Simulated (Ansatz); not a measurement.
The system is HfSiO4 (Hafnon).

```
Hf Si O
1.0
    -3.28625    3.28625    2.98160
     3.28625   -3.28625    2.98160
     3.28625    3.28625   -2.98160
Hf Si O
2 2 8
Direct
  0.00000 0.00000 0.00000
  0.75000 0.25000 0.50000
  0.50000 0.50000 0.00000
  0.25000 0.75000 0.50000
  0.68020 0.49570 0.81550
  0.24570 0.93020 0.31550
  0.68020 0.86470 0.18450
  0.61470 0.93020 0.68450
  0.06980 0.38530 0.31550
  0.50430 0.31980 0.18450
  0.06980 0.75430 0.68450
  0.13530 0.31980 0.81550
```

| Property | Result |
| --- | --- |
| Program | Ansatz 0.2.0 |
| Task | relaxation of cell and atoms |
| Functional | RPBE |
| Dispersion | D4 |
| Potentials or basis | Ansatz PAW |
| Cutoff | 420 eV (not typed: the program's choice for these potentials) |
| k mesh | 6 × 6 × 6 |
| Occupations | fermi-dirac, width 0.05 eV |
| Spin | no spin polarisation |

At the start: volume 10.73 Å³/atom.

Q: How do energy, volume and symmetry change on relaxing?

A: It ends after 8 steps and the volume is 10.92 Å³/atom (+1.7 %); space group I4_1/amd (No. 141, to 0.05 Å).

The path:
```tsv
step	energy change (eV)	largest force (eV/Å)	volume (Å³)
1	0.0000	0.3863	128.80
2	-0.0230	0.3424	130.64
3	-0.0304	0.0158	130.99
4	-0.0309	0.0074	130.97
5	-0.0312	0.0049	130.93
6	-0.0408	0.0047	130.93
7	-0.0406	0.0004	131.00
8	-0.0410	0.0004	131.00
```

Final structure:
```yaml
crystal:
  lattice:
    - [-3.30047, 3.30047, 3.00655]
    - [3.30047, -3.30047, 3.00655]
    - [3.30047, 3.30047, -3.00655]
  atoms:
    - { symbol: Hf, position: [0.00000, 0.00000, 0.00000] }
    - { symbol: Hf, position: [0.75000, 0.25000, 0.50000] }
    - { symbol: Si, position: [0.50000, 0.50000, 0.00000] }
    - { symbol: Si, position: [0.25000, 0.75000, 0.50000] }
    - { symbol: O, position: [0.68000, 0.49459, 0.81459] }
    - { symbol: O, position: [0.24459, 0.93000, 0.31459] }
    - { symbol: O, position: [0.68000, 0.86542, 0.18541] }
    - { symbol: O, position: [0.61542, 0.93000, 0.68541] }
    - { symbol: O, position: [0.07000, 0.38458, 0.31459] }
    - { symbol: O, position: [0.50541, 0.32000, 0.18541] }
    - { symbol: O, position: [0.07000, 0.75541, 0.68541] }
    - { symbol: O, position: [0.13458, 0.32000, 0.81459] }
```

Caveat: the plane-wave basis is chosen anew once the cell has moved, so the energies of steps on either side of that aren't comparable; the pressure holds a Pulay correction of +0.6 GPa for the finite cutoff; the PAW data sets come from PBE, with cores solved anew for the run's functional, which leaves a small shift of forces and pressure.
